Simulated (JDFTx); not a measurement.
Crystal: NbP.

```
CELL_PARAMETERS angstrom
-1.67492 1.67492 5.74011
1.67492 -1.67492 5.74011
1.67492 1.67492 -5.74011
ATOMIC_POSITIONS crystal
Nb 0.24988 0.74988 0.50000
Nb 0.49988 0.49988 0.00000
P 0.83275 0.33275 0.50000
P 0.08275 0.08275 0.00000
```

The cell is a database's computed one.

Base run:

- Program: JDFTx 1.7.0 (patched build)
- Functional: PBE
- Potentials or basis: PseudoDojo-SR-PBE-0.5-standard
- Cutoff: 1116 eV
- Density cutoff: 8925 eV
- k mesh: 11 × 11 × 11
- Occupations: fermi-dirac, width 0.05 eV
- Spin: no spin polarisation

Its results: band gap on the k mesh none (metal or under the smearing width); pressure -1.0 GPa; largest force 0.016 eV/Å.

Problem. The run is repeated on the same cell with these changes: functional from PBE to PBEsol; potentials or basis from PseudoDojo-SR-PBE-0.5-standard to PseudoDojo-SR-PBEsol-0.4.1-standard with smoothed tails. What comes out?

Solution. Band gap on the k mesh none (metal or under the smearing width); pressure -6.4 GPa; largest force 0.017 eV/Å.

Caveats: the empty levels aren't tightly converged.

Not every run made on this cell is shown here.
